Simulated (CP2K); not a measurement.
Crystal: Hf.

```
Hf
1.0
     3.07822    0.00000    0.00000
     1.47149    2.68087    0.00000
     1.96961    1.15184    2.62247
Hf
1
Direct
  0.00000 0.00000 0.00000
```

This isn't the form of Hf at room conditions, which is hcp.

Program: CP2K 2026.2. Alike in all runs: potentials or basis POTENTIAL_UZH Hf GTH-PBE-q12; TZVP-MOLOPT-PBE-GTH basis; no spin polarisation; cell as given; k mesh 11 × 11 × 10; smearing fermi-dirac 0.05 eV.

Task: Order these runs on this cell by their pressure, lowest first.
A. level PBEsol; points a segment of the path (NPOINTS) 8; bands added on the path 6
B. level HLE16
C. level rev-vdW-DF2; cutoff of the non-local correlation (Ry) 300
D. level LDA; points a segment of the path (NPOINTS) 8; bands added on the path 6

Result: B (-20.8 GPa), D (-2.8 GPa), A (0.2 GPa), C (2.1 GPa).

Caveats: the potentials were made for another functional, which shifts forces and pressure; the basis of atomic orbitals isn't converged, which shifts pressures, moduli and gaps; the potentials were made for a functional far from this one (some runs).

Runs at the PBE level aren't shown here.
